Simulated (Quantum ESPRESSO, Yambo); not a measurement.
Planning a run of Yambo 5.3.0 on GaP (F-43m). The input:

```
HF_and_locXC
gw0
dyson
mpa
em1d
rim_cut
RandQpts= 1000000
RandGvec= 1 RL
EXXRLvcs= 104 Ry
VXCRLvcs= 416 Ry
Chimod= "HARTREE"
% BndsRnXm
 1 | 207 |
%
NGsBlkXm= 17 Ry
% LongDrXm
 1 | 1 | 1 |
%
% GbndRnge
 1 | 207 |
%
DysSolver= "n"
ExtendOut
EnSampXm= "2l"
EnGridXm= "ho"
% EnRngeXm
 0 | 60 | eV
%
% ImRngeXm
 1 | 27.21138 | eV
%
% DmRngeXm
 0.001 | 2.721138 | eV
%
ETStpsXm= 16
IntSolXm= "PT"
% QPkrange
 1 | 1 | 12 | 15 |
 7 | 7 | 12 | 15 |
%
```

```sh
OMP_NUM_THREADS=1 mpirun -n 4 yambo -F gw9.in -J gw9 -C gw9 > gw9.log
```

The stored states that it reads are on a 4×4×4 mesh. The structure is cubic, space group F-43m (No. 216). Conventional cell: a = 5.450 Å, b = 5.450 Å, c = 5.450 Å, α = 90.00°, β = 90.00°, γ = 90.00°. Ga has 4 P at 2.36 Å nearest. Nearest to P lie 4 Ga at 2.36 Å. Farther neighbours are not listed.

How long will it take on 4 MPI ranks of Arm Neoverse V1, shared host, and how much memory?

It took 18 min; on shared hardware allow 9.1 min to 36 min. Peak host memory was 2.3 GiB.

The screening grows as filled bands × empty bands × pairs of k points, times the square of the screening basis for the matrix.

[Paths, hosts, dates, memory and timing lines, banners, echoed tables and standing remarks are left out of the program output.]

[Logs are printed without paths, hosts, clocks, repeated set-up lines and the standing remarks that a program may print on its own settings, such as how far it seeks lower states.]

[Runs of the session that timed out or met a known fault of the program may be left out.]

[Hosts, paths, dates, database ids (printed as entryN), source tags and the programs' standing remarks are cut or masked in the printed files.]
